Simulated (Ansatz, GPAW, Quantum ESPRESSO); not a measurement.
## Zr: programs and potentials compared

```xyz
2
Lattice="3.2320 0.0000 0.0000 -1.6160 2.7990 0.0000 0.0000 0.0000 5.1470" Properties=species:S:1:pos:R:3 pbc="T T T"
Zr    1.6160    0.9330    3.8603
Zr    0.0000    1.8660    1.2868
```

Alike in all runs: task band structure; functional PBEsol; k mesh 9 × 9 × 5; occupations fermi-dirac, width 0.05 eV; no spin polarisation; no spin-orbit coupling. Pressure is positive in compression and, in plane waves, holds the error of the finite cutoff, which Ansatz's Pulay term estimates and takes out.

```tsv
program and potentials	plane-wave cutoff (eV)	notes	pressure (GPa)
Ansatz, Ansatz PAW	420	potentials made for PBE, which Ansatz adapts in part	?
GPAW, PAW data sets generated for this functional	600	-	-3.57
Quantum ESPRESSO, PseudoDojo 0.4.1 SR PBEsol standard	898	-	-3.19
Ansatz, PAW datasets made for the crystal	240	-	-3.26
Ansatz, all-electron LAPW, scalar-relativistic	-	-	-3.26
```

Q: Estimate from the other rows what the run with Ansatz, Ansatz PAW gave.

A: Pressure -3.28 GPa. The other rows, which needn't bracket it: pressure -3.57 to -3.19.
